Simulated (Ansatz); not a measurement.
A strain series on NaCl (rocksalt): xy shear, engineering strain (angle)

NaCl built on the rocksalt prototype, relaxed with r2SCAN in Ansatz 0.2.0, then strained (xy shear, engineering strain (angle); angles, axes as in the cell below) with the atoms relaxed again within the symmetry that is left. The symmetry is Fm-3m (No. 225, cubic); conventional cell a = 5.605 Å, 22.02 Å³ an atom. Na is surrounded by 6 Cl at 2.80 Å; Cl is surrounded by 6 Na at 2.80 Å. No spin polarisation and no zero-point or thermal motion.

```xyz
2
Lattice="0.0000 2.8027 2.8027 2.8027 0.0000 2.8027 2.8027 2.8027 0.0000" Properties=species:S:1:pos:R:3 pbc="T T T"
Na    0.0000    0.0000    0.0000
Cl    2.8027    2.8027    2.8027
```

Gaps are the least over each mesh (PBE 8×8×8, r2SCAN 8×8×8, HSE06 6×6×6 when unstrained) and the special points, which keep their unstrained names; stress is the change from the unstrained cell, compression positive.

| strain (%) | gap, PBE (eV) | gap, r2SCAN (eV) | gap, HSE06 (eV) | edges, HSE06 | xy stress, r2SCAN (GPa) | energy rise, r2SCAN (meV/atom) |
| --- | --- | --- | --- | --- | --- | --- |
| -2.5 | 5.129 | 5.923 | 6.507 | Γ | +0.34 | 0.6 |
| -0.5 | 5.170 | 5.966 | 6.549 | Γ | +0.07 | 0.0 |
| 0.0 | 5.180 | 5.975 | 6.559 | Γ | 0.00 | 0.0 |
| +0.61 | 5.168 | 5.963 | 6.547 | Γ | -0.08 | 0.0 |
| +3.27 | 5.112 | 5.905 | 6.489 | Γ | -0.45 | 1.0 |

**Question.** Estimate the row for a strain of +4.25 %.

**Answer.**

| strain (%) | gap, PBE (eV) | gap, r2SCAN (eV) | gap, HSE06 (eV) | edges, HSE06 | xy stress, r2SCAN (GPa) | energy rise, r2SCAN (meV/atom) |
| --- | --- | --- | --- | --- | --- | --- |
| +4.25 | 5.089 | 5.881 | 6.465 | Γ | -0.58 | 1.7 |

The meshes of the hybrids are coarse, so their gaps aren't converged to the digits shown.
